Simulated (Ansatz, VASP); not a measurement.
**Be in VASP and in Ansatz**

```
Be
1.0
     2.31116    0.00000    0.00000
    -1.15558    2.00152    0.00000
     0.00000    0.00000    3.62484
Be
2
Cartesian
  0.0000 1.3343 0.9062
  1.1556 0.6672 2.7186
```

Alike in both runs: functional PBE; k mesh 30 × 30 × 16; occupations gaussian, width 0.1 eV; no spin polarisation.

Ansatz relaxed the structure, and its values are those at the end. VASP's run is a single point on that final structure, the one shown.

|  | VASP | Ansatz |
| --- | --- | --- |
| version | VASP 6.6.1 | Ansatz 0.2.0 |
| potentials or method | VASP PAW PBE potentials, release 64 (Be) | scalar-relativistic, plane waves, PAW |
| plane-wave cutoff (eV) | 520 | 420 |
| valence electrons in the cell | 4 | 4 |

|  | VASP | Ansatz | Ansatz less VASP |
| --- | --- | --- | --- |
| gap on the k mesh at the Fermi level (eV) | none | none | - |
| pressure (GPa) | -6.4 | -6.5 | -0.12 |

A gap of «none» marks a metal or a gap that the smearing closes.
